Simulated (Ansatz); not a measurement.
Input and command of a plane-wave DFT calculation in Ansatz:

```yaml
crystal:
  lattice:
    - [2.7457298235, 0.0, 0.0]
    - [-1.3728649117, 2.3778717791, 0.0]
    - [0.0, 0.0, 4.3374212421]
  atoms:
    - { symbol: Ru, position: [0.3333333333, 0.6666666667, 0.25] }
    - { symbol: Ru, position: [0.6666666667, 0.3333333333, 0.75] }
basis:
  ecutwfc: 420
kpoints:
  mp_grid: { grid: [18, 18, 10] }
hamiltonian:
  xc: pbe
scf:
  occupations: { method: gaussian, width: 0.1 }
output:
  forces: true
  stress: true
  eigenvalues: true
  write_density: true
  write_potential: true
  elf: true
  volumetric_format: npy
relax:
  adjacent_minimum: "off"
  f_tol: 0.008
  max_steps: 50
  cell: { stress_tol: 0.08, p_target: -3.0 }
```

```bash
ansatz run input.yaml --threads 1 --pin off --max-ram 2560MiB --backend cpu --events-out ev --progress --plain --runs-dir out
```

Processor: Intel(R) Xeon(R) Platinum 8488C (Sapphire Rapids), 1 thread, on a host shared with other jobs.

How long does it run, and how much memory does it take?

About 24 s on 1 thread of Intel(R) Xeon(R) Platinum 8488C (Sapphire Rapids), on a shared host, peak memory 0.46 GiB. It solves 20 bands at 222 k points (the mesh reduced by the symmetry that the task leaves, which can be less than the crystal's) with about 537 plane waves (on the last cell), in 30 SCF iterations over 5 ionic steps.
